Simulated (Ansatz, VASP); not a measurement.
**One calculation of Hf, two programs**

```
Hf
1.0
    -1.74533    1.74533    1.74533
     1.74533   -1.74533    1.74533
     1.74533    1.74533   -1.74533
Hf
1
Cartesian
  0.0000 0.0000 0.0000
```

Alike in both runs: functional PBEsol; k mesh 16 × 16 × 16; occupations gaussian, width 0.1 eV; no spin polarisation.

Ansatz relaxed the structure, and its values are those at the end. VASP's run is a single point on that final structure, the one shown.

|  | VASP | Ansatz |
| --- | --- | --- |
| version | VASP 6.6.1 | Ansatz 0.2.0 |
| potentials or method | VASP PAW PBE potentials, release 64 (Hf_pv) | scalar-relativistic, plane waves, PAW |
| plane-wave cutoff (eV) | 520 | 420 |
| valence electrons in the cell | 10 | 26 |

Ansatz gave:

| Quantity | Value |
| --- | --- |
| gap on the k mesh at the Fermi level (eV) | none |
| pressure (GPa) | 0.0 |

Problem. What did VASP give for the same quantities?

Solution. gap on the k mesh at the Fermi level (eV): none; pressure (GPa): -0.2.

A gap of «none» marks a metal or a gap that the smearing closes. The two sets of potentials don't hold the same shells in valence.

Caveats: the PAW data sets were made with another functional, which shifts forces and pressure a little (VASP). The runs have no spin-orbit coupling, so splittings on Hf are missing.
